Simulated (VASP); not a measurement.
Set up this calculation in VASP 6.6.1, as the native input.

- Task: single point
- Functional: PBEsol
- Potentials or basis: VASP PAW PBE potentials, release 64 (Ca_sv, F)
- Cutoff: 520 eV
- k mesh: 6 × 6 × 6
- Occupations: gaussian, width 0.1 eV
- Spin: no spin polarisation
- Dipole correction: no
- Further INCAR settings: ALGO = Fast; EDIFF = 1e-07; NBANDS = 19

The structure of CaF2 lies in POSCAR:

```
CaF2
1.0
    0.0000000000      2.7312500000      2.7312500000
    2.7312500000      0.0000000000      2.7312500000
    2.7312500000      2.7312500000      0.0000000000
Ca F
1 2
Direct
    0.0000000000      0.0000000000      0.0000000000
    0.2500000000      0.2500000000      0.2500000000
    0.7500000000      0.7500000000      0.7500000000
```

The input as run:

INCAR

```
SYSTEM = CaF2
ALGO = Fast
EDIFF = 1E-7
ENCUT = 520
GGA = PS
ISIF = 2
ISMEAR = 0
LASPH = .TRUE.
LCHARG = .FALSE.
LREAL = .FALSE.
LWAVE = .FALSE.
NBANDS = 19
NELM = 80
PREC = Accurate
SIGMA = 0.1
```

KPOINTS

```
k-points
0
G
  6 6 6
  0 0 0
```

Potentials or basis: VASP PAW PBE potentials, release 64 (Ca_sv, F).

Run with:

```bash
$ cat potpaw_PBE.64/Ca_sv/POTCAR potpaw_PBE.64/F/POTCAR > POTCAR
$ mpirun -np 1 vasp_std > vasp.out
```

Results of the run:

```json
{"Pressure": "-1.6 GPa", "Band gap on the k mesh": "7.09 eV, indirect (least direct gap 7.35 eV)"}
```

Caveat: the PAW data sets were made with another functional, which shifts forces and pressure a little.

Wall time 15 s on 1 thread of AMD EPYC 9R45 (Zen 5), on a shared host, peak memory 0.13 GiB.
